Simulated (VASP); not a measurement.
# Sb (Im-3m) in VASP: further runs

One crystal, Sb, is run at these levels: PBE; tasks: single point.

All numbers are computed with VASP 6.6.1; they aren't measurements. Logs are shortened: lines on timing, memory, paths and dates and some standing lists are left out, and cuts for length are marked.

## (1) The crystal as given

The structure is cubic, space group Im-3m (No. 229). The conventional cell has a = 3.743 Å, b = 3.743 Å, c = 3.743 Å, α = 90.00°, β = 90.00°, γ = 90.00°. Around Sb (site symmetry m-3m) lie 8 Sb at 3.24 Å.

This isn't the form of Sb at room conditions, which is rhombohedral.

## (2) Single point, PBE

INCAR reads:

```
SYSTEM = Sb
PREC = Accurate
ENCUT = 450
EDIFF = 1E-6
ISMEAR = 0
SIGMA = 0.05
LREAL = .False.
LASPH = .True.
NELM = 100
ALGO = Normal
ISIF = 2
LWAVE = .False.
LCHARG = .False.
GGA = PE
ADDGRID = .False.
```

KPOINTS reads:

```
Automatic mesh
0
Gamma
  7 7 7
  0 0 0
```

POSCAR reads:

```
Sb
1.0
   -1.8713408863      1.8713408863      1.8713408863
    1.8713408863     -1.8713408863      1.8713408863
    1.8713408863      1.8713408863     -1.8713408863
Sb
1
Direct
    0.0000000000      0.0000000000      0.0000000000
```

Potentials or basis: VASP PAW PBE potentials, release 64 (Sb).

Launch:

```console
> cat potpaw_PBE.64/Sb/POTCAR > POTCAR
> mpirun -np 1 vasp_std > vasp.out
```

OUTCAR:

```text
SYSTEM = Sb
   PREC = Accurate
   ENCUT = 450
   EDIFF = 1E-6
   ISMEAR = 0
   LREAL = .False.
   LASPH = .True.
   NELM = 100
   ISIF = 2
   GGA = PE

 Found     20 irreducible k-points:

 Following reciprocal coordinates:
            Coordinates               Weight
  0.000000  0.000000  0.000000      1.000000
  0.142857  0.000000  0.000000     12.000000
  0.285714  0.000000  0.000000     12.000000
  0.428571  0.000000  0.000000     12.000000
  0.142857  0.142857  0.000000     24.000000
  0.285714  0.142857  0.000000     48.000000
   k-points           NKPTS =     20   k-points in BZ     NKDIM =     20   number of bands    NBANDS=      6
   number of dos      NEDOS =    301   number of ions     NIONS =      1
   total plane-waves  NPLWV =  13824
   dimension x,y,z NGX =    24 NGY =   24 NGZ =   24
   dimension x,y,z NGXF=    48 NGYF=   48 NGZF=   48
   ions per type =               1
   NGX,Y,Z   is equivalent  to a cutoff of  12.31, 12.31, 12.31 a.u.
   NGXF,Y,Z  is equivalent  to a cutoff of  24.62, 24.62, 24.62 a.u.
 SYSTEM =  Sb
   PREC   = accura    normal or accurate (medium, high low for compatibility)
   ISTART =      0    job   : 0-new  1-cont  2-samecut
   ICHARG =      2    charge: 1-file 2-atom 10-const
   ISPIN  =      1    spin polarized calculation?
   LNONCOLLINEAR =      F non collinear calculations
   LSORBIT =      F    spin-orbit coupling
   LASPH  =      T    aspherical Exc in radial PAW
   ENCUT  =  450.0 eV  33.07 Ry    5.75 a.u.   5.61  5.61  5.61*2*pi/ulx,y,z
   NELM   =    100;   NELMIN=  2; NELMDL= -5     # of ELM steps
   EDIFF  = 0.1E-05   stopping-criterion for ELM
   LREAL  =      F    real-space projection
   EDIFFG = 0.1E-04   stopping-criterion for IOM
   NSW    =      0    number of steps for IOM
   IBRION =     -1    ionic relax: 0-MD 1-quasi-New 2-CG
   NFREE  =      0    steps in history (QN), initial steepest desc. (CG)
   ISIF   =      2    stress and relaxation
   ISYM   =      2    0-nonsym 1-usesym 2-fastsym
   POTIM  = 0.5000    time-step for ionic-motion
   TEBEG  =    0.0;   TEEND  =   0.0 temperature during run
   PSTRESS=    0.0 pullay stress
   NELECT =       5.0000    total number of electrons
   NUPDOWN=      -1.0000    fix difference up-down
   EMIN   =  10.00;   EMAX   =-10.00  energy-range for DOS
   EFERMI =   0.00;   METHOD = LEGACY
   ISMEAR =     0;   SIGMA  =   0.05  broadening in eV -4-tet -1-fermi 0-gaus
   EFERMI_NEDOS =   21; number of points for ismear=-14 and -15
   IALGO  =     38    algorithm
   IMIX   =      4    mixing-type and parameters
     AMIX     =   0.40;   BMIX     =  1.00
     AMIX_MAG =   1.60;   BMIX_MAG =  1.00
  volume/ion in A,a.u.               =      26.21       176.89
  Fermi-wavevector in a.u.,A,eV,Ry     =   0.942378  1.780837 12.083018  0.888077
  Thomas-Fermi vector in A             =   2.069982
   LORBIT       =      0    0 simple, 1 ext, 2 COOP (PROOUT), +10 PAW based schemes
   GGA     = PE    functional components
   LHFCALC =     F    Hartree Fock is set to
   AEXX    =    0.0000 exact exchange contribution
   IVDW    =     0    specifies the selected vdW correction
   LEPSILON=     F    determine dielectric tensor
   LRPA    =     F    only Hartree local field effects (RPA)
 non-spin polarized calculation
 Gauss-broadening in eV      SIGMA  =   0.05
  energy-cutoff  :      450.00
  volume of cell :       26.21
 maximum number of plane-waves:       581
   NGX = 11   NGY = 11   NGZ = 11

 number of electron       4.9999999 magnetization

 Free energy of the ion-electron system (eV)
  ---------------------------------------------------
  ext. energy  EPLUGINS =         0.00000000
  ---------------------------------------------------
  free energy    TOTEN  =        -3.81872359 eV

  energy without entropy =       -3.81712607  energy(sigma->0) =       -3.81792483

 E-fermi :   8.9285     XC(G=0): -10.3513

 val. band max:        8.8872362137   @ k =   0.2857   0.1429   0.1429
 cond. band min:       8.9836076666   @ k =  -0.4286   0.4286   0.2857
 fundamental gap:      0.0963714529
 Fermi energy:         8.9285402182

 k-point     1 :       0.0000    0.0000    0.0000
  band No.  band energies     occupation
      1      -4.2567      2.00000
      2      14.4974      0.00000
      3      14.4974      0.00000
      4      14.4974      0.00000
      5      19.4440      0.00000
      6      19.4440      0.00000

 k-point     2 :       0.1429    0.0000    0.0000
  band No.  band energies     occupation
      1      -3.8191      2.00000
      2      11.7220      0.00000
      3      13.3041      0.00000
      4      14.1205      0.00000
      5      17.6824      0.00000
      6      17.8645      0.00000

 k-point     3 :       0.2857    0.0000    0.0000
  band No.  band energies     occupation
      1      -2.5294      2.00000
      2       7.4065      2.00000
      3      11.6362      0.00000
      4      13.2993      0.00000
      5      16.1386      0.00000
      6      16.5147      0.00000

 k-point     4 :       0.4286    0.0000    0.0000
  band No.  band energies     occupation
      1      -0.6213      2.00000
      2       3.8210      2.00000
      3      10.6712      0.00000
      4      12.7085      0.00000
      5      15.4022      0.00000
      6      15.8379      0.00000

 k-point     5 :       0.1429    0.1429    0.0000
  band No.  band energies     occupation
      1      -2.9538      2.00000
      2       9.1028      0.00000
      3      11.0506      0.00000
      4      12.9379      0.00000
      5      17.2829      0.00000
      6      17.9073      0.00000

 k-point     6 :       0.2857    0.1429    0.0000
  band No.  band energies     occupation
      1      -1.3065      2.00000
      2       5.6465      2.00000
      3       9.1613      0.00000
      4      12.0043      0.00000
      5      16.5726      0.00000
      6      18.4227      0.00000

 [... further k-points ...]

------------------------ aborting loop because EDIFF is reached ----------------------------------------

  FORCE on cell =-STRESS in cart. coord.  units (eV):
  Direction    XX          YY          ZZ          XY          YZ          ZX
  --------------------------------------------------------------------------------------
  -------------------------------------------------------------------------------------
  Total        0.2765991      0.2765991      0.2765991      0.0000000      0.0000000      0.0000000
  in kB       16.9060662     16.9060662     16.9060662      0.0000000      0.0000000      0.0000000
  external PRESSURE =      16.9060662 kB  Pullay stress =       0.0000000 kB

 VOLUME and BASIS-vectors are now :
 -----------------------------------------------------------------------------
  energy-cutoff  :      450.00
  volume of cell :       26.21
      direct lattice vectors                 reciprocal lattice vectors
    -1.871340886  1.871340886  1.871340886     0.000000000  0.267188092  0.267188092
     1.871340886 -1.871340886  1.871340886     0.267188092  0.000000000  0.267188092
     1.871340886  1.871340886 -1.871340886     0.267188092  0.267188092  0.000000000

 POSITION                                       TOTAL-FORCE (eV/Angst)
 -----------------------------------------------------------------------------------
      0.00000      0.00000      0.00000         0.000000      0.000000      0.000000
 -----------------------------------------------------------------------------------
    total drift:                                0.000000      0.000000      0.000000

  FREE ENERGIE OF THE ION-ELECTRON SYSTEM (eV)
  ---------------------------------------------------
  free  energy   TOTEN  =        -3.8187235854 eV

  energy  without entropy=       -3.8171260694  energy(sigma->0) =       -3.81792483
```

OSZICAR:

```text
N       E                     dE             d eps       ncg     rms          rms(c)
DAV:   1     0.679449653213E+01    0.67945E+01   -0.13976E+03   246   0.463E+02
DAV:   2    -0.368345257445E+01   -0.10478E+02   -0.97940E+01   312   0.700E+01
DAV:   3    -0.382217057795E+01   -0.13872E+00   -0.13498E+00   288   0.867E+00
DAV:   4    -0.382276947032E+01   -0.59889E-03   -0.59887E-03   312   0.780E-01
DAV:   5    -0.382277155741E+01   -0.20871E-05   -0.20879E-05   288   0.331E-02    0.183E+00
DAV:   6    -0.382008353573E+01    0.26880E-02   -0.20655E-03   264   0.317E-01    0.105E+00
DAV:   7    -0.381870354768E+01    0.13800E-02   -0.43583E-03   252   0.455E-01    0.604E-02
DAV:   8    -0.381872302516E+01   -0.19477E-04   -0.59464E-05   294   0.752E-02    0.677E-03
DAV:   9    -0.381872358537E+01   -0.56021E-06   -0.76873E-07   288   0.900E-03
   1 F= -.38187236E+01 E0= -.38179248E+01  d E =-.159752E-02
```

Wall time 4.8 s (1 thread of AMD EPYC 7R43 (Zen 3), shared host); peak memory 0.09 GiB.

The run converged, but some of its settings lie outside the range that counts as converged, so its numbers aren't taken as properties of the crystal.

Results:

- Free energy: -3.8187 eV
- Pressure: 1.7 GPa
- Band gap on the k mesh: none (metal or under the smearing width)

## (3) Single point, PBE

INCAR is that of step 2.

KPOINTS is that of step 2.

POSCAR reads:

```
Sb
1.0
   -1.8488020000      1.8498240000      1.9110830000
    1.8778730000     -1.8297390000      1.9200690000
    1.8451380000      1.8260750000     -1.8909980000
Sb
1
Direct
   -0.0010080000      0.0132760000      0.0062290000
```

Potentials or basis: VASP PAW PBE potentials, release 64 (Sb).

Launch:

```console
> cat potpaw_PBE.64/Sb/POTCAR > POTCAR
> mpirun -np 1 vasp_std > vasp.out
```

OUTCAR:

```text
SYSTEM = Sb
   PREC = Accurate
   ENCUT = 450
   EDIFF = 1E-6
   ISMEAR = 0
   LREAL = .False.
   LASPH = .True.
   NELM = 100
   ISIF = 2
   GGA = PE

 Found    172 irreducible k-points:

 Following reciprocal coordinates:
            Coordinates               Weight
  0.000000  0.000000  0.000000      1.000000
  0.142857  0.000000  0.000000      2.000000
  0.285714  0.000000  0.000000      2.000000
  0.428571  0.000000  0.000000      2.000000
  0.000000  0.142857  0.000000      2.000000
  0.142857  0.142857  0.000000      2.000000
[... 129 lines left out ...]

------------------------ aborting loop because EDIFF is reached ----------------------------------------

  FORCE on cell =-STRESS in cart. coord.  units (eV):
  Direction    XX          YY          ZZ          XY          YZ          ZX
  --------------------------------------------------------------------------------------
  -------------------------------------------------------------------------------------
  Total        0.4718491      0.1497288      0.5926999      0.0117103     -0.0249863     -0.0031378
  in kB       28.8399903      9.1516031     36.2265356      0.7157474     -1.5271934     -0.1917877
  external PRESSURE =      24.7393763 kB  Pullay stress =       0.0000000 kB

 VOLUME and BASIS-vectors are now :
 -----------------------------------------------------------------------------
  energy-cutoff  :      450.00
  volume of cell :       26.21
      direct lattice vectors                 reciprocal lattice vectors
    -1.848802000  1.849824000  1.911083000    -0.001760844  0.270622024  0.259612708
     1.877873000 -1.829739000  1.920069000     0.266576263 -0.001149462  0.259001326
     1.845138000  1.826075000 -1.890998000     0.268894891  0.272329269 -0.003468089

 POSITION                                       TOTAL-FORCE (eV/Angst)
 -----------------------------------------------------------------------------------
     -1.81051      1.83504      1.92287         0.000000      0.000000      0.000000
 -----------------------------------------------------------------------------------
    total drift:                               -0.000000      0.000000     -0.000000

  FREE ENERGIE OF THE ION-ELECTRON SYSTEM (eV)
  ---------------------------------------------------
  free  energy   TOTEN  =        -3.8227305186 eV

  energy  without entropy=       -3.8212544679  energy(sigma->0) =       -3.82199249
```

stdout:

```text
POSCAR found type information on POSCAR Sb
 POSCAR found :  1 types and       1 ions
 scaLAPACK will be used
 LDA part: xc-table for (Slater+PW92), standard interpolation
 POSCAR, INCAR and KPOINTS ok, starting setup
 FFT: planning ... GRIDC
 FFT: planning ... GRID_SOFT
 FFT: planning ... GRID
 WAVECAR not read
 entering main loop
```

Run time: 20 s. Hardware: 1 thread of AMD EPYC 7R43 (Zen 3), shared host; peak memory 0.12 GiB.

The run converged, but some of its settings lie outside the range that counts as converged, so its numbers aren't taken as properties of the crystal.

What came out:

| Property | Result |
| --- | --- |
| Free energy | -3.8227 eV |
| Pressure | 2.5 GPa |
| Band gap on the k mesh | none (metal or under the smearing width) |

## (4) Single point, PBE

INCAR: that of step 3 with these lines changed.

```diff
@@ -4,3 +4,3 @@
 EDIFF = 1E-6
-ISMEAR = 0
+ISMEAR = -5
 SIGMA = 0.05
```

KPOINTS is that of step 3.

POSCAR reads:

```
Sb
1.0
   -1.8713408863      1.8713408863      1.8713408863
    1.8713408863     -1.8713408863      1.8713408863
    1.8713408863      1.8713408863     -1.8713408863
Sb
1
Direct
    0.0000000000      0.0000000000      0.0000000000
```

Potentials or basis: VASP PAW PBE potentials, release 64 (Sb).

Launch:

```console
> cat potpaw_PBE.64/Sb/POTCAR > POTCAR
> mpirun -np 1 vasp_std > vasp.out
```

OUTCAR:

```text
SYSTEM = Sb
   PREC = Accurate
   ENCUT = 450
   EDIFF = 1E-6
   ISMEAR = -5
   LREAL = .False.
   LASPH = .True.
   NELM = 100
   ISIF = 2
   GGA = PE

 Found     20 irreducible k-points:

 Following reciprocal coordinates:
            Coordinates               Weight
  0.000000  0.000000  0.000000      1.000000
  0.142857  0.000000  0.000000     12.000000
  0.285714  0.000000  0.000000     12.000000
  0.428571  0.000000  0.000000     12.000000
  0.142857  0.142857  0.000000     24.000000
  0.285714  0.142857  0.000000     48.000000
[... 130 lines left out ...]
------------------------ aborting loop because EDIFF is reached ----------------------------------------

  FORCE on cell =-STRESS in cart. coord.  units (eV):
  Direction    XX          YY          ZZ          XY          YZ          ZX
  --------------------------------------------------------------------------------------
  -------------------------------------------------------------------------------------
  Total        0.4758093      0.4758093      0.4758093      0.0000000      0.0000000     -0.0000000
  in kB       29.0820330     29.0820330     29.0820330      0.0000000      0.0000000     -0.0000000
  external PRESSURE =      29.0820330 kB  Pullay stress =       0.0000000 kB

 VOLUME and BASIS-vectors are now :
 -----------------------------------------------------------------------------
  energy-cutoff  :      450.00
  volume of cell :       26.21
      direct lattice vectors                 reciprocal lattice vectors
    -1.871340886  1.871340886  1.871340886     0.000000000  0.267188092  0.267188092
     1.871340886 -1.871340886  1.871340886     0.267188092  0.000000000  0.267188092
     1.871340886  1.871340886 -1.871340886     0.267188092  0.267188092  0.000000000

 POSITION                                       TOTAL-FORCE (eV/Angst)
 -----------------------------------------------------------------------------------
      0.00000      0.00000      0.00000        -0.000000      0.000000     -0.000000
 -----------------------------------------------------------------------------------
    total drift:                                0.000000      0.000000      0.000000

  FREE ENERGIE OF THE ION-ELECTRON SYSTEM (eV)
  ---------------------------------------------------
  free  energy   TOTEN  =        -3.8773921006 eV

  energy  without entropy=       -3.8773921006  energy(sigma->0) =       -3.87739210
```

stdout:

```text
POSCAR found type information on POSCAR Sb
 POSCAR found :  1 types and       1 ions
 scaLAPACK will be used
 LDA part: xc-table for (Slater+PW92), standard interpolation
 POSCAR, INCAR and KPOINTS ok, starting setup
 FFT: planning ... GRIDC
 FFT: planning ... GRID_SOFT
 FFT: planning ... GRID
 WAVECAR not read
 entering main loop
 -----------------------------------------------------------------------------
|                                                                             |
|           W    W    AA    RRRRR   N    N  II  N    N   GGGG   !!!           |
|           W    W   A  A   R    R  NN   N  II  NN   N  G    G  !!!           |
|           W    W  A    A  R    R  N N  N  II  N N  N  G       !!!           |
|           W WW W  AAAAAA  RRRRR   N  N N  II  N  N N  G  GGG   !            |
|           WW  WW  A    A  R   R   N   NN  II  N   NN  G    G                |
|           W    W  A    A  R    R  N    N  II  N    N   GGGG   !!!           |
|                                                                             |
|     Tetrahedron method does not include variations of the Fermi             |
|     occupations, so forces and stress will be inaccurate. We suggest        |
|     using a different smearing scheme ISMEAR = 1 or 2 for metals in         |
|     relaxations.                                                            |
|                                                                             |
 -----------------------------------------------------------------------------
```

It took 5.5 s on 1 thread of AMD EPYC 7R43 (Zen 3), shared host; peak memory 0.1 GiB.

The run converged, but some of its settings lie outside the range that counts as converged, so its numbers aren't taken as properties of the crystal.

Results:

```
Free energy            : -3.8774 eV
Pressure               : 2.9 GPa
Band gap on the k mesh : none (metal or under the smearing width)
```

Caveat: tetrahedron occupations give inexact forces and stress in metals.

## (5) For comparison

An earlier run on the cell as given: functional PBE; potentials or basis VASP PAW PBE potentials, release 64 (Sb); cutoff 520 eV; k mesh 10 × 10 × 10; occupations fermi-dirac, width 0.05 eV; no spin polarisation.

- Pressure: 3.0 GPa
- Band gap on the k mesh: none (metal or under the smearing width)
